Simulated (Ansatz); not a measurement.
# CdSe: a line through an energy map

One line of a two-coordinate grid on CdSe (F-43m, No. 216; 2 atoms in the cell): normal strain along z is varied, at engineering shear strain xz = −7.3 %.

Program: Ansatz 0.2.0. Level of theory: DFT PBE, scalar-relativistic, plane waves, PAW. These are calculated values, not measurements.

### 1 The starting structure

It takes space group F-43m (No. 216, cubic). The conventional cell has a = 6.197 Å, b = 6.197 Å, c = 6.197 Å, α = 90.00°, β = 90.00°, γ = 90.00°. Cd (site symmetry -43m) is surrounded by 4 Se at 2.68 Å. Se (site symmetry -43m) has 4 Cd at 2.68 Å as nearest neighbours.

Structure file:

```
CELL_PARAMETERS angstrom
0.00000 3.09841 3.09841
3.09841 0.00000 3.09841
3.09841 3.09841 0.00000
ATOMIC_POSITIONS crystal
Cd 0.00000 0.00000 0.00000
Se 0.75000 0.75000 0.75000
```

It goes back to an entry of the Materials Project, which need not be the stable form.

This cell was relaxed beforehand with the same method: volume 29.75 Å³/atom, gap on the mesh 0.49 eV.

### 2 What is varied

The energy is mapped over two homogeneous strains; x, y and z are the crystal's own axes (z along the conventional c), which in the input's Cartesian frame point along (1.00, 0.00, 0.00), (0.00, 0.00, -1.00), (0.00, 1.00, 0.00).

- engineering shear strain xz: 7 values from −22.0 to 22.0 %
- normal strain along z: 7 values from −15 to 15 %

Nothing else is relaxed (fractional coordinates fixed). Energies count from the relaxed crystal. Points are written as (first, second).

### 3 The run at (−7.3 %, −15 %)

The input, input.yaml:

```yaml
crystal:
  lattice:
    - [-0.1135568978, 2.6336524725, 3.0984146735]
    - [3.0984146735, -0.1135568978, 3.0984146735]
    - [2.9848577757, 2.5200955747, 0.0]
  atoms:
    - { symbol: Cd, position: [0.0, 0.0, 0.0] }
    - { symbol: Se, position: [0.75, 0.75, 0.75] }
basis:
  ecutwfc: 420
kpoints:
  mp_grid: { grid: [10, 10, 10] }
hamiltonian:
  xc: pbe
scf:
  occupations: { method: gaussian, width: 0.05 }
output:
  forces: true
  stress: true
  eigenvalues: true
```

Run with:

```bash
> ansatz run input.yaml --threads 1 --pin off --max-ram 2048MiB --backend cpu --events-out ev --progress --plain --runs-dir out
```

Further runs follow: the other points of the line.

**Question.** What will these runs give? Wanted: for each run, normal strain along z; energy; slope; pressure; largest force on an atom.

As calculated:

```
normal strain along z (%)  step  energy (meV/atom)  slope (meV/atom per %)  pressure (GPa)  band gap on the k-mesh (eV)  largest force on an atom (eV/Å)
                      −15     3                165                   −19.4            10.3                         0.45                             0.88
                      −10     4                 85                   −12.7             6.2                         0.43                             0.69
                       −5     5                 37                    −6.5             3.0                         0.43                             0.52
                        0     6                 19                    −0.9             0.4                         0.42                             0.37
                        5     7                 27                     4.1            −1.7                         0.36                             0.25
                       10     8                 59                     8.6            −3.3                         0.26                             0.14
                       15     9                112                    12.5            −4.5                         0.16                             0.06
```

Energies count from the relaxed crystal. Slopes come from the forces (and the stress, where the cell changes), not from differences of energies.

**Reading.** Along the line the energy is lowest at 0 %, 19 meV/atom from the zero. Energies and slopes round the minimum, fitted together, put the minimum at 0.8 %, with a curvature of about 1 meV/atom per %². Divided by the reference volume, that is a stiffness of about 56 GPa for this pattern of strain, with the ions clamped. The well is lopsided: two grid steps out, the energy rises by 66 meV/atom towards smaller values and 40 meV/atom towards larger ones. The highest point computed, at −15 %, lies 146 meV/atom above the lowest. This is one cut through a surface in two coordinates; the map's lowest point lies off it. The gap on the mesh closes on part of the grid.

The gaps are Kohn-Sham values of a semilocal functional, not quasiparticle or optical gaps. Such gaps usually fall short of the measured ones.
